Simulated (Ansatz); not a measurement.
## Sb in Ansatz: the effect of functional

The system is Sb.

```
CELL_PARAMETERS angstrom
0.00000 2.35533 2.35533
2.35533 0.00000 2.35533
2.35533 2.35533 0.00000
ATOMIC_POSITIONS crystal
Sb 0.00000 0.00000 0.00000
```

This isn't the form of Sb at room conditions, which is rhombohedral.

The cell isn't the ideal one: volume scaled by 0.98.

Alike in all runs:

```yaml
Program: Ansatz 0.2.0
Task: single point
Potentials_or_basis: Ansatz PAW
k_mesh: 10 × 10 × 10
Occupations: fermi-dirac, width 0.05 eV
Spin: no spin polarisation
```

```tsv
functional	cutoff	pressure (GPa)
LDA	420 eV (not typed: the program's choice for these potentials)	-1.1
PBEsol	420 eV (not typed: the program's choice for these potentials)	?
r2SCAN	500 eV (not typed: the program's choice for these potentials)	2.4
```

**Question.** What does the run with functional PBEsol give?

**Answer.** Pressure 0.0 GPa.

Caveats: the PAW data sets come from PBE, with cores solved anew for the run's functional, which leaves a small shift of forces and pressure.

Runs at the PBE level aren't shown here.
